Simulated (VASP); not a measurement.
Runs of VASP 6.6.1 on Cu. The cell holds a slab with vacuum, 11 atoms: a = 3.615 Å, b = 2.556 Å, c = 26.781 Å, α = 90.00°, β = 90.00°, γ = 90.00°. 

| level | potentials or basis | gap on the mesh (eV) | largest force (eV/Å) |
| --- | --- | --- | --- |
| RPBE | VASP PAW PBE potentials, release 64 (Cu) | none | 0.42 |
| PBE | VASP PAW PBE potentials, release 64 (Cu) | none | 0.37 |
| PBEsol | VASP PAW PBE potentials, release 64 (Cu) | none | 0.68 |
| LDA | VASP PAW LDA potentials, release 64 (Cu) | none | (a) |

Alike in all rows: task work function; no spin polarisation; cell as given; k mesh 12 × 8 × 1; cutoff (eV) 520; smearing gaussian 0.1 eV.

Fill in the values left out.

(a) 0.96.

Caveats: the PAW data sets were made with another functional, which shifts forces and pressure a little (some runs).

A gap of «none» marks a metal or a gap under the smearing width.
